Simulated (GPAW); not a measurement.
Here is a GPAW 26.7.0 calculation.

File run.py:

```python
import numpy as np
from ase import Atoms
from ase.dft.bandgap import bandgap
from ase.io import write
from gpaw import GPAW, PW
from gpaw.response.df import DielectricFunction

atoms = Atoms(['Te', 'Be'],
              cell=[[0.0, 2.8243275181, 2.8243275181],
                    [2.8243275181, 0.0, 2.8243275181],
                    [2.8243275181, 2.8243275181, 0.0]],
              scaled_positions=[[0.75, 0.75, 0.75],
                                [0.0, 0.0, 0.0]],
              pbc=True)

calc = GPAW(mode=PW(650),
            xc='PBE',
            kpts={'size': (7, 7, 7), 'gamma': True},
            occupations={'name': 'fermi-dirac', 'width': 0.001},
            nbands=11,
            convergence={'density': 1e-06},
            maxiter=150,
            txt='gpaw.txt')
atoms.calc = calc
energy = atoms.get_potential_energy()
calc.write('gs.gpw')
write('result.traj', atoms)
print(f'Energy: {energy:.6f} eV')
print('Fermi level:', round(calc.get_fermi_level(), 4), 'eV')
print(f'Gap: {bandgap(calc)[0]:.4f} eV, direct: {bandgap(calc, direct=True)[0]:.4f} eV')

for size in [(21, 21, 21)]:
    name = 'x'.join(str(n) for n in size)
    dense = calc.fixed_density(kpts={'size': size, 'gamma': True},
                               nbands=30, convergence={'bands': 24, 'eigenstates': 1e-7},
                               update_fermi_level=True, txt=f'dense-{name}.txt')
    dense.write(f'{name}.gpw', mode='all')
    df = DielectricFunction(f'{name}.gpw', frequencies=np.array([0.0]), hilbert=False, eta=0.001,
                            ecut=80, nbands=24, intraband=False, txt=f'df-{name}.txt')
    for xc in ['RPA']:
        for direction in ['x', 'y', 'z', [0, 1, 1], [1, 0, 1], [1, 1, 0]]:
            e0, e = df.get_macroscopic_dielectric_constant(xc=xc, direction=direction)
            print(f'{name} {xc} {direction}: {e0:.4f} without, {e:.4f} with local fields')
```

Potentials or basis: GPAW PAW data sets (gpaw-data 1.2.1), pw.

Command:

```console
$ OMP_NUM_THREADS=1 python run.py
```

Q: What does it give for the electronic dielectric tensor (diagonal)?

A: 6.72.

Q: Estimate the band gap on the k mesh.

A: 2.06 eV, indirect (least direct gap 3.64 eV).

Electronic dielectric tensor:
```
6.72 0.00 0.00
0.00 6.72 0.00
0.00 0.00 6.72
```

Caveat: the long-wavelength limit can be off by a per cent or two; spin-orbit coupling is left out, which moves the levels of the heavy elements; an odd mesh through Γ misses points on the zone boundary, where band edges often lie.
